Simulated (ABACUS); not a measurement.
The system is SiNi.

```xyz
4
Lattice="2.9428 0.0000 0.0000 0.0000 3.2803 0.0000 0.0000 0.0000 4.6774" Properties=species:S:1:pos:R:3 pbc="T T T"
Ni    1.4714    1.6402    1.6020
Ni    0.0000    0.0000    3.0754
Si    1.4714    1.6402    3.9438
Si    0.0000    0.0000    0.7337
```

The cell is a database's computed one.

| Quantity | Value |
| --- | --- |
| Program | ABACUS 3.10.1 |
| Task | single point |
| Functional | PBEsol |
| Potentials or basis | PseudoDojo NC SR 0.4.1 PBEsol standard |
| Cutoff | 1333 eV |
| Density cutoff | 5333 eV |
| Basis | plane waves |
| k mesh | 9 × 8 × 6 |
| Occupations | fermi-dirac, width 0.05 eV |
| Spin | collinear spin, ferromagnetic start |
| Starting moments | [1.0, 1.0, 0.0, 0.0] μB |

On this cell: pressure 0.1 GPa; largest force 0.089 eV/Å; net moment 0.00 μB per cell; band gap on the k mesh none (metal or under the smearing width).

The same run follows on a disturbed copy (atoms moved at random, drawn with an rms of 0.05 Å):

```
Ni Si
1.0
     2.94277    0.00000    0.00000
     0.00000    3.28033    0.00000
     0.00000    0.00000    4.67745
Ni Si
2 2
Direct
  0.49231 0.49907 0.33863
  0.99697 0.99110 0.65411
  0.50116 0.50926 0.84485
  0.99226 0.00146 0.15428
```

Problem. What changes?

Solution. The energy (extrapolated to zero smearing) moves by +4.5 meV/atom; pressure 0.2 GPa; largest force 0.547 eV/Å; net moment 0.00 μB per cell; band gap on the k mesh none (metal or under the smearing width).

Forces in eV/Å, atoms in the order of the input:
```
Ni   0.052 -0.017  0.258
Ni   0.001  0.362  0.023
Si  -0.103 -0.357 -0.402
Si   0.050  0.012  0.121
```

Stress tensor (GPa, compression positive):
```
 0.51  0.08  0.19
 0.08  0.55 -0.13
 0.19 -0.13 -0.43
```
